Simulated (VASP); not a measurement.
# FeSi2 (Linzhiite) (P4/mmm) in VASP: settings compared

The runs below take FeSi2 (Linzhiite) through phonons, with PBEsol, r2SCAN, LDA.

Everything below comes from runs of VASP 6.6.1. Logs are shortened: lines on timing, memory, paths and dates and some standing lists are left out, and cuts for length are marked.

### Step 1. The crystal as given

Symmetry: P4/mmm, No. 123, tetragonal system. The conventional cell has a = 2.677 Å, b = 2.677 Å, c = 5.111 Å, α = 90.00°, β = 90.00°, γ = 90.00°. Fe (site symmetry 4/mmm) is surrounded by 8 Si at 2.35 Å and 4 Fe at 2.68 Å. Si (site symmetry 4mm) has 5 Si at 2.33 to 2.68 Å and 4 Fe at 2.35 Å as nearest neighbours.

### Step 2. Phonons, PBEsol

File POSCAR:

```
FeSi2
1.0
    2.6772798923      0.0000000000      0.0000000000
    0.0000000000      2.6772798923      0.0000000000
    0.0000000000      0.0000000000      5.1105521103
  Fe              Si
     1     2
Direct
     0.0000000000000000    0.0000000000000000    0.0000000000000000
     0.5000000000000000    0.5000000000000000    0.2720074545050934
     0.5000000000000000    0.5000000000000000    0.7279925454949066
```

File INCAR.step1:

```
SYSTEM = FeSi2
PREC = Accurate ; ENCUT = 600
EDIFF = 1E-8 ; ISMEAR = 1
SIGMA = 0.2 ; LREAL = .False.
LASPH = .True. ; NELM = 80
ALGO = Fast ; ISIF = 3
LWAVE = .False. ; LCHARG = .False.
GGA = PS ; KPAR = 2
IBRION = 2 ; NSW = 40
EDIFFG = -0.002
```

File INCAR.step2:

```
SYSTEM = FeSi2
PREC = Accurate ; ENCUT = 600
EDIFF = 1E-8 ; ISMEAR = 1
SIGMA = 0.2 ; LREAL = .False.
LASPH = .True. ; NELM = 80
ALGO = Fast ; ISIF = 2
LWAVE = .False. ; LCHARG = .False.
GGA = PS ; KPAR = 2
IBRION = 6 ; NFREE = 2
POTIM = 0.015 ; NSW = 1
```

File KPOINTS:

```
Automatic mesh
0
Gamma
  22 22 12
  0 0 0
```

Potentials or basis: VASP PAW PBE potentials, release 64 (Fe, Si).

The run is started by

```bash
> cat potpaw_PBE.64/Fe/POTCAR potpaw_PBE.64/Si/POTCAR > POTCAR
> cp INCAR.step1 INCAR
> mpirun -np 2 vasp_std > vasp.out
> cp CONTCAR POSCAR
> cp INCAR.step2 INCAR
> mpirun -np 2 vasp_std > vasp.out
```

OUTCAR:

```text
SYSTEM = FeSi2
   PREC = Accurate
   ENCUT = 600
   EDIFF = 1E-8
   ISMEAR = 1
   LREAL = .False.
   LASPH = .True.
   NELM = 80
   ISIF = 2
   GGA = PS
   IBRION = 6
   NFREE = 2
   POTIM = 0.015
   NSW = 1

 ion  position               nearest neighbor table
   1  0.000  0.000  0.000-   2 2.35   3 2.35   2 2.35   3 2.35   2 2.35   3 2.35   2 2.35   3 2.35

   2  0.500  0.500  0.272-   3 2.33   1 2.35   1 2.35   1 2.35   1 2.35   3 2.78
   3  0.500  0.500  0.728-   2 2.33   1 2.35   1 2.35   1 2.35   1 2.35   2 2.78

  LATTYP: Found a simple tetragonal cell.
 ALAT       =     2.6778450478
 C/A-ratio  =     1.9083112514

  Lattice vectors:

 A1 = (   2.6778450478,   0.0000000000,   0.0000000000)
 A2 = (   0.0000000000,   2.6778450478,   0.0000000000)
 A3 = (   0.0000000000,   0.0000000000,   5.1101618343)

Analysis of symmetry for initial positions (statically):
=====================================================================
 Subroutine PRICEL returns:
 Original cell was already a primitive cell.

 Routine SETGRP: Setting up the symmetry group for a
 simple tetragonal supercell.

 Subroutine GETGRP returns: Found 16 space group operations
 (whereof 16 operations were pure point group operations)
 out of a pool of 16 trial point group operations.

The static configuration has the point symmetry D_4h.

Analysis of symmetry for dynamics (positions and initial velocities):
=====================================================================
 Subroutine PRICEL returns:
 Original cell was already a primitive cell.

 Routine SETGRP: Setting up the symmetry group for a
 simple tetragonal supercell.

 Subroutine GETGRP returns: Found 16 space group operations
 (whereof 16 operations were pure point group operations)
 out of a pool of 16 trial point group operations.

The dynamic configuration has the point symmetry D_4h.

 Subroutine INISYM returns: Found 16 space group operations
 (whereof 16 operations are pure point group operations),
 and found     1 'primitive' translations

----------------------------------------------------------------------------------------

                                     Primitive cell

  volume of cell :      36.6442

  direct lattice vectors                    reciprocal lattice vectors
     2.677845048  0.000000000  0.000000000     0.373434602  0.000000000  0.000000000
     0.000000000  2.677845048  0.000000000     0.000000000  0.373434602  0.000000000
     0.000000000  0.000000000  5.110161834     0.000000000  0.000000000  0.195688519

  length of vectors
     2.677845048  2.677845048  5.110161834     0.373434602  0.373434602  0.195688519

  position of ions in fractional coordinates (direct lattice)
     0.000000000  0.000000000  0.000000000
     0.500000000  0.500000000  0.271964704
     0.500000000  0.500000000  0.728035296

  ion indices of the primitive-cell ions
   primitive index   ion index
                 1           1
                 2           2
                 3           3

----------------------------------------------------------------------------------------

 KPOINTS: Automatic mesh

Automatic generation of k-mesh.
 Grid dimensions read from file:
 generate k-points for:   22   22   12

 Generating k-lattice:

  Cartesian coordinates                     Fractional coordinates (reciprocal lattice)
     0.016974300  0.000000000  0.000000000     0.045454545  0.000000000  0.000000000
     0.000000000  0.016974300  0.000000000     0.000000000  0.045454545  0.000000000
     0.000000000  0.000000000  0.016307377     0.000000000  0.000000000  0.083333333

  Length of vectors
[... 71 lines left out ...]
   EFERMI_NEDOS =   21; number of points for ismear=-14 and -15
   IALGO  =     68    algorithm
   IMIX   =      4    mixing-type and parameters
     AMIX     =   0.40;   BMIX     =  1.00
     AMIX_MAG =   1.60;   BMIX_MAG =  1.00
  volume/ion in A,a.u.               =      12.21        82.43
  Fermi-wavevector in a.u.,A,eV,Ry     =   1.241975  2.346993 20.987024  1.542503
  Thomas-Fermi vector in A             =   2.376350
   LORBIT       =      0    0 simple, 1 ext, 2 COOP (PROOUT), +10 PAW based schemes
   GGA     = PS    functional components
   LHFCALC =     F    Hartree Fock is set to
   AEXX    =    0.0000 exact exchange contribution
   IVDW    =     0    specifies the selected vdW correction
   LEPSILON=     F    determine dielectric tensor
   LRPA    =     F    only Hartree local field effects (RPA)
 finite differences with symmetry
 non-spin polarized calculation
 RMM-DIIS sequential band-by-band and
 Methfessel and Paxton  Order N= 1 SIGMA  =   0.20
  energy-cutoff  :      600.00
  volume of cell :       36.64
 maximum number of plane-waves:      1244
 NGX is ok and might be reduce to    24
   NGX = 11   NGY = 11   NGZ = 21

--------------------------------------- Ionic step        1  -------------------------------------------

 number of electron      15.9999999 magnetization

 Free energy of the ion-electron system (eV)
  ---------------------------------------------------
  ext. energy  EPLUGINS =         0.00000000
  ---------------------------------------------------
  free energy    TOTEN  =       -21.95093342 eV

  energy without entropy =      -21.95129256  energy(sigma->0) =      -21.95105314

------------------------ aborting loop because EDIFF is reached ----------------------------------------

  FORCE on cell =-STRESS in cart. coord.  units (eV):
  Direction    XX          YY          ZZ          XY          YZ          ZX
  --------------------------------------------------------------------------------------
  -------------------------------------------------------------------------------------
  Total        0.0021640      0.0021640      0.0012624      0.0000000      0.0000000     -0.0000000
  in kB        0.0946176      0.0946176      0.0551966      0.0000000      0.0000000     -0.0000000
  external PRESSURE =       0.0814772 kB  Pullay stress =       0.0000000 kB
[... 283 lines left out ...]
--------------------------------------- Ionic step        9  -------------------------------------------

 number of electron      15.9999999 magnetization

 Free energy of the ion-electron system (eV)
  ---------------------------------------------------
  ext. energy  EPLUGINS =         0.00000000
  ---------------------------------------------------
  free energy    TOTEN  =       -21.94873632 eV

  energy without entropy =      -21.94926094  energy(sigma->0) =      -21.94891119

 E-fermi :  10.0318     XC(G=0): -12.1139

 val. band max:       10.0244349500   @ k =   0.4545   0.4091   0.1667
 cond. band min:      10.0399624235   @ k =   0.2727   0.2727   0.0833
 fundamental gap:      0.0155274735
 Fermi energy:        10.0318203442

 k-point     1 :       0.0000    0.0000    0.0000
  band No.  band energies     occupation
      1      -3.9961      2.00000
      2       0.8131      2.00000
      3       1.9942      2.00000
      4       6.3744      2.00000
      5       8.3539      2.00000
      6       8.4899      2.00000
      7       8.4899      2.00000
      8       9.3683      2.00003
      9      14.6297      0.00000
     10      14.6297      0.00000
     11      16.5704      0.00000
     12      17.1999      0.00000
[... 331 lines left out ...]
 k-point    24 :       0.0909    0.0909    0.0000
  band No.  band energies     occupation
      1      -3.6583      2.00000
      2       1.0488      2.00000
      3       2.3161      2.00000
      4       6.3795      2.00000
      5       8.1991      2.00000
      6       8.3300      2.00000
      7       8.5566      2.00000
      8       9.0519      2.00000
      9      12.9594     -0.00000
     10      13.6748     -0.00000
     11      16.5836      0.00000
     12      16.9654      0.00000

 [... further k-points ...]

------------------------ aborting loop because EDIFF is reached ----------------------------------------

  FORCE on cell =-STRESS in cart. coord.  units (eV):
  Direction    XX          YY          ZZ          XY          YZ          ZX
  --------------------------------------------------------------------------------------
  -------------------------------------------------------------------------------------
  Total        0.1187378      0.1187378     -0.0142540     -0.0000000      0.0000000      0.0000000
  in kB        5.1915123      5.1915123     -0.6232217     -0.0000000      0.0000000      0.0000000
  external PRESSURE =       3.2532677 kB  Pullay stress =       0.0000000 kB
[... 18 lines left out ...]
  FREE ENERGIE OF THE ION-ELECTRON SYSTEM (eV)
  ---------------------------------------------------
  free  energy   TOTEN  =       -21.9487363223 eV

  energy  without entropy=      -21.9492609376  energy(sigma->0) =      -21.94891119

 INTERNAL STRAIN TENSORS FROM DISPLACED ATOMS
 ============================================

 INTERNAL STRAIN TENSOR FOR ION    1 for displacements in x,y,z  (eV/Angst):
          X           Y           Z          XY          YZ          ZX
  --------------------------------------------------------------------------------
  x     0.00000     0.00000     0.00000     0.00000     0.00000     0.00000
  y     0.00000     0.00000     0.00000     0.00000     0.00000     0.00000
  z     0.00000     0.00000     0.00000     0.00000     0.00000     0.00000

 INTERNAL STRAIN TENSOR FOR ION    3 for displacements in x,y,z  (eV/Angst):
          X           Y           Z          XY          YZ          ZX
  --------------------------------------------------------------------------------
  x     0.00000     0.00000     0.00000     0.00000     0.00000     5.41556
  y    -0.00000     0.00000     0.00000     0.00000     5.41556     0.00000
  z     7.53729     7.53729    -1.79930     0.00000     0.00000     0.00000

 Eigenvectors and eigenvalues of the dynamical matrix
 ----------------------------------------------------

   1 f  =   16.761369 THz   105.314789 2PiTHz  559.099097 cm-1    69.319422 meV
             X         Y         Z           dx          dy          dz
      0.000000  0.000000  0.000000    -0.000000   -0.000000   -0.000000
      1.338923  1.338923  1.389784    -0.000000   -0.000000   -0.707107
      1.338923  1.338923  3.720378     0.000000    0.000000    0.707107
[... 43 lines left out ...]
   9 f/i=    0.000558 THz     0.003505 2PiTHz    0.018608 cm-1     0.002307 meV
             X         Y         Z           dx          dy          dz
      0.000000  0.000000  0.000000     0.282227    0.647181    0.000000
      1.338923  1.338923  1.389784     0.200166    0.459005    0.000000
      1.338923  1.338923  3.720378     0.200166    0.459005    0.000000

 ELASTIC MODULI CONTR FROM IONIC RELAXATION (kBar)
 Direction    XX          YY          ZZ          XY          YZ          ZX
 --------------------------------------------------------------------------------
 XX        -153.8769   -153.8769     36.7335     -0.0000     -0.0000     -0.0000
 YY        -153.8769   -153.8769     36.7335     -0.0000     -0.0000     -0.0000
 ZZ          36.7335     36.7335     -8.7690      0.0000      0.0000      0.0000
 XY          -0.0000     -0.0000      0.0000     -0.0000     -0.0000     -0.0000
 YZ          -0.0000     -0.0000      0.0000     -0.0000   -473.5266     -0.0000
 ZX          -0.0000     -0.0000      0.0000     -0.0000     -0.0000   -473.5264
 --------------------------------------------------------------------------------
```

It took 34 min on 2 MPI ranks of Intel Xeon Platinum 8375C at 2.90GHz (Ice Lake), shared host; peak memory 1.4 GiB.

What came out:

| Property | Result |
| --- | --- |
| Highest phonon frequency at Γ, LO-TO splitting left out | 559 cm⁻¹ |

Phonon frequencies in cm⁻¹ (negative: imaginary):
| q point | frequencies |
| --- | --- |
| (0.000, 0.000, 0.000) | 0 0 0 229 229 294 294 364 559 |

Caveat: the PAW data sets were made with another functional, which shifts forces and pressure a little. Spin polarisation is off, so any magnetic state and its effect on volume and gap are missing.

(Part 1 of 2 ends here.)
